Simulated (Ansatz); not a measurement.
# BaTe (wurtzite type): how the settings move a single-point run

Question: which choices in the input matter for BaTe (wurtzite type)?

Method: reference: DFT, PBE, all-electron PAW with datasets made for the crystal, scalar-relativistic, in Ansatz 0.2.0.

## Step 1: Starting point

Symmetry: P6_3/mmc, No. 194, hexagonal system. Conventional cell: a = 5.979 Å, b = 5.979 Å, c = 7.000 Å, α = 90.00°, β = 90.00°, γ = 120.00°. Ba (site symmetry -6m2) is surrounded by 5 Te at 3.45 to 3.50 Å. Te (site symmetry -6m2) is surrounded by 5 Ba at 3.45 to 3.50 Å.

As a file:

```cif
data_structure
_symmetry_space_group_name_H-M 'P 1'
_symmetry_Int_Tables_number 1
_cell_length_a 5.9794
_cell_length_b 5.9794
_cell_length_c 7.0000
_cell_angle_alpha 90.000
_cell_angle_beta 90.000
_cell_angle_gamma 120.000
_cell_volume 216.74
loop_
_atom_site_label
_atom_site_type_symbol
_atom_site_fract_x
_atom_site_fract_y
_atom_site_fract_z
_atom_site_occupancy
Ba1 Ba 0.33333 0.66667 0.93809 1
Ba2 Ba 0.66667 0.33333 0.43809 1
Te1 Te 0.33333 0.66667 0.43791 1
Te2 Te 0.66667 0.33333 0.93791 1
```

## Step 2: Reference

input.yaml

```yaml
crystal:
  lattice:
    - [5.9794057674, 0.0, 0.0]
    - [-2.9897028837, 5.178317294, 0.0]
    - [0.0, 0.0, 7.0000356465]
  atoms:
    - { symbol: Ba, position: [0.3333333333, 0.6666666667, -0.0619137239] }
    - { symbol: Ba, position: [0.6666666667, 0.3333333333, 0.4380862761] }
    - { symbol: Te, position: [0.3333333333, 0.6666666667, 0.4379137239] }
    - { symbol: Te, position: [0.6666666667, 0.3333333333, 0.9379137239] }
kpoints:
  mp_grid: { grid: [8, 8, 5] }
  band_path:
    path:
      - [0.0, 0.0, 0.0]
      - [0.5, 0.0, 0.0]
      - [0.3333333333, 0.3333333333, 0.0]
      - [0.0, 0.0, 0.0]
      - [0.0, 0.0, 0.5]
      - [0.5, 0.0, 0.5]
      - [0.3333333333, 0.3333333333, 0.5]
      - [0.0, 0.0, 0.5]
      - [0.5, 0.0, 0.5]
    npoints: 8
scf:
  occupations: { method: fermi_dirac, width: 0.08 }
hamiltonian:
  xc: pbe
  pseudopotentials: { kind: all_electron, datasets: crystal }
output:
  forces: true
  stress: true
  eigenvalues: true
  efg: { contact_densities: true }
```

Launch:

```console
$ ansatz run input.yaml --threads 1 --pin off --max-ram 3072MiB --backend cpu --events-out ev --progress --plain --runs-dir out
```

## Step 3: Changing settings: symmetry.detect false, xc pbesol

input.yaml, as its differences from that of step 2:

```diff
@@ -10,2 +10,3 @@
     - { symbol: Te, position: [0.6666666667, 0.3333333333, 0.9379137239] }
+  symmetry: { detect: false }
 kpoints:
@@ -27,3 +28,3 @@
 hamiltonian:
-  xc: pbe
+  xc: pbesol
   pseudopotentials: { kind: all_electron, datasets: crystal }
```

Before running it: what results should come out? Wanted: for each run, ending; energy change; pressure; gap; force.

As calculated:

| run | ending | energy change | pressure (GPa) | gap (eV) | force (eV/Å) | cycles | time |
| --- | --- | --- | --- | --- | --- | --- | --- |
| reference | converged | - | 0.0 | 2.00 | 0.00 | 9 | 2.2 min |
| 1: symmetry.detect false, xc pbesol | converged | not comparable | -1.1 | 1.93 | 0.00 | 11 | 7.2 min |

Residual by cycle in the longest SCF loop of each run; runs are numbered as in the table. The quantity is the density residual dr2, in eV.

| cycle | reference | run 1 |
| --- | --- | --- |
| 1 | 2.41 | 2.32 |
| 2 | 0.522 | 0.494 |
| 3 | 0.0658 | 0.0617 |
| 4 | 0.00592 | 0.00583 |
| 5 | 0.00107 | 0.0011 |
| 6 | 3.3e-5 | 4.0e-5 |
| 7 | 1.8e-6 | 2.1e-6 |
| 8 | 1.8e-7 | 1.7e-7 |
| 9 | 9.5e-9 | 5.5e-8 |
| 10 | - | 1.4e-8 |
| 11 | - | 4.3e-9 |

**Reading.** A change of functional puts the total energy on another scale; the pressure goes from 0.0 to -1.1 GPa and the gap on the mesh goes from 2.00 to 1.93 eV. At this fixed cell a lower pressure means that this functional prefers a smaller volume than the reference. Cost: 11 SCF cycles against 9, 7.2 min against 2.2 min. The gap of the reference lacks spin-orbit coupling, though the cell holds Te and Ba.

The datasets were made anew for the changed input, so energy differences between these runs can be off by several times the datasets' stated error.
